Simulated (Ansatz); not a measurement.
Sb, DFT, PBE, PAW with Ansatz's default frozen-core files, scalar-relativistic (Ansatz 0.2.0), run on 1 thread of Arm Neoverse V1 on a shared host.

The geometry is COD entry 9013009, unchecked; take it as a test cell. The listed cell was then made from it by scaling, straining or moving an atom.

Command: `ansatz run input.yaml --threads 1 --pin off --max-ram 2048MiB --backend cpu --events-out ev --progress --plain --runs-dir out`

```yaml
crystal:
  lattice:
    - [-0.02305, 2.305, 2.305]
    - [2.305, -0.02305, 2.305]
    - [2.28195, 2.28195, 0.0]
  atoms:
    - { symbol: Sb, position: [0.0, 0.0, 0.0] }
kpoints:
  mp_grid: { grid: [12, 12, 12] }
scf:
  occupations: { method: fermi_dirac, width: 0.05 }
hamiltonian:
  xc: pbe
  pseudopotentials: { kind: paw }
output:
  forces: true
  stress: true
  eigenvalues: true
  efg: { contact_densities: true }
```

Q: How large is the problem that the program sets up?

A: 280 irreducible k-points, 511 plane waves at Γ, 12 bands.

Q: Estimate the wall time and the peak memory.

A: 6.7 s of wall time for 6 SCF iterations, with a peak of 0.39 GiB. Times on shared machines scatter by tens of per cent.

Q: And the same cell and mesh by full-potential LAPW, asked for forces, stress, eigenvalues, on the same hardware?

A: 16 s, peak memory 0.37 GiB.

Q: And the same cell and mesh by crystal-made all-electron datasets, asked for forces, stress, eigenvalues, efg, on the same hardware?

A: 9 s, peak memory 0.39 GiB.
